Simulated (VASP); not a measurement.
Energy against volume of BeO (wurtzite). Computed with r2SCAN meta-GGA, VASP's PBE PAW potentials (set 64) (plane waves; VASP). Settings: 520 eV cut-off, 9×9×5 Γ-centred mesh, Gaussian smearing of 0.050 eV, potentials Be O.

Shape and ions are relaxed at each volume.

```
V (Å³/atom)  E (eV/atom)
-----------  -----------
6.659           -8.14196
6.865           -8.14745
7.071           -8.14432
7.277           -8.13366
```

Q: Fit these four points and predict the energy of the run at 6.453 Å³/atom.

A: A cubic in V^(−2/3), the third-order Birch-Murnaghan form, passes through the four points with V0 = 6.89 Å³/atom and B0 = 220 GPa, and gives -8.1266 eV/atom there. The run gave -8.1265 eV/atom, +0.1 meV/atom from the fit; all five points give B0 = 221 GPa.

The compound is BeO in the wurtzite structure. It was relaxed first.
